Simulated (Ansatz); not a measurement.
**Re (beta tin type): how the settings move a relaxation**

Question: which choices in the input matter for Re (beta tin type)?

Computed with Ansatz 0.2.0 (reference: DFT, PBE, PAW with Ansatz's default frozen-core files, scalar-relativistic, unless a step's input says otherwise).

7 further runs of the same task are left out: 7 that didn't finish.

### 1 The structure to begin with

It takes space group I4_1/amd (No. 141, tetragonal). The conventional cell has a = 4.363 Å, b = 4.363 Å, c = 2.256 Å, α = 90.00°, β = 90.00°, γ = 90.00°. Around Re (site symmetry -4m2) lie 6 Re at 2.25 to 2.26 Å.

Structure file:

```
Re
1.0
    -2.18156    2.18156    1.12792
     2.18156   -2.18156    1.12792
     2.18156    2.18156   -1.12792
Re
2
Cartesian
  0.0000 -1.0908 -0.2820
  0.0000 1.0908 0.2820
```

### 2 Baseline

Input file input.yaml:

```yaml
crystal:
  lattice:
    - [-2.1815587009, 2.1815587009, 1.1279188414]
    - [2.1815587009, -2.1815587009, 1.1279188414]
    - [2.1815587009, 2.1815587009, -1.1279188414]
  atoms:
    - { symbol: Re, position: [-0.375, -0.125, -0.25] }
    - { symbol: Re, position: [0.375, 0.125, 0.25] }
kpoints:
  mp_grid: { grid: [18, 18, 18] }
scf:
  occupations: { method: fermi_dirac, width: 0.1 }
hamiltonian:
  xc: pbe
  pseudopotentials: { kind: paw }
output:
  forces: true
  stress: true
relax:
  f_tol: 0.005
  max_steps: 30
  cell: { stress_tol: 0.27, fix: [volume] }
```

On the command line:

```bash
$ ansatz run input.yaml --threads 1 --pin off --max-ram 2048MiB --backend cpu --events-out ev --progress --plain --runs-dir out
```

### 3 Changing settings: n_extra_bands 4, xc r2scan

input.yaml: that of step 2 with these lines changed.

```diff
@@ -12,4 +12,5 @@
   occupations: { method: fermi_dirac, width: 0.1 }
+  n_extra_bands: 4
 hamiltonian:
-  xc: pbe
+  xc: r2scan
   pseudopotentials: { kind: paw }
```

What does the calculation give? Wanted: for each run, ending; energy change; pressure; gap; force.

As calculated:

| run | ending | energy change | pressure (GPa) | gap (eV) | force (eV/Å) | cycles | time |
| --- | --- | --- | --- | --- | --- | --- | --- |
| reference | converged | - | 307.3 | 0.00 | 0.00 | 25 | 41 s |
| 1: n_extra_bands 4, xc r2scan | converged | not comparable | 298.5 | 0.00 | 0.00 | 17 | 79 s |

What this shows: A change of functional puts the total energy on another scale; the pressure goes from 307.3 to 298.5 GPa. Cost: 17 SCF cycles against 25, 79 s against 41 s. The structure is not at rest: the sound run finds 307 GPa, so these are no properties of the relaxed crystal. 
